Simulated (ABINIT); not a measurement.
Al2Au, 3 atoms in the cell. The structure is cubic, space group Fm-3m (No. 225). Conventional cell: a = 6.000 Å, b = 6.000 Å, c = 6.000 Å, α = 90.00°, β = 90.00°, γ = 90.00°. Au (site symmetry m-3m) is surrounded by 8 Al at 2.60 Å. Around Al (site symmetry -43m) lie 4 Au at 2.60 Å. 

```yaml
Program: ABINIT 10.8.3 (patched build)
Task: relaxation of cell and atoms
Functional: PBE
Potentials_or_basis: JTH PAW PBE v2.0
Cutoff: 544 eV
k_mesh: 6 × 6 × 6
Occupations: fermi-dirac, width 0.05 eV
Spin: no spin polarisation
Cell_freedom_optcell: 2
Optimiser_ionmov: 2
Cutoff_smearing_ecutsm_Ha: 0.5
Force_stop_Ha/bohr: 2e-05
Fine-grid_cutoff: 1088.46 eV
```

Potentials or basis: JTH PAW PBE v2.0.

Launch:

```sh
$ abinit run.abi > log 2>&1
```

Hardware: 1 thread of Arm Neoverse V1 (shared host).

Estimate the wall time of this run.

Wall time 2.2 min on 1 thread of Arm Neoverse V1, with other jobs on the host, peak memory 0.14 GiB. Counts: scf iterations 101, mpi ranks 1, k points 16, bands 13, plane waves 1980, ion steps 4.
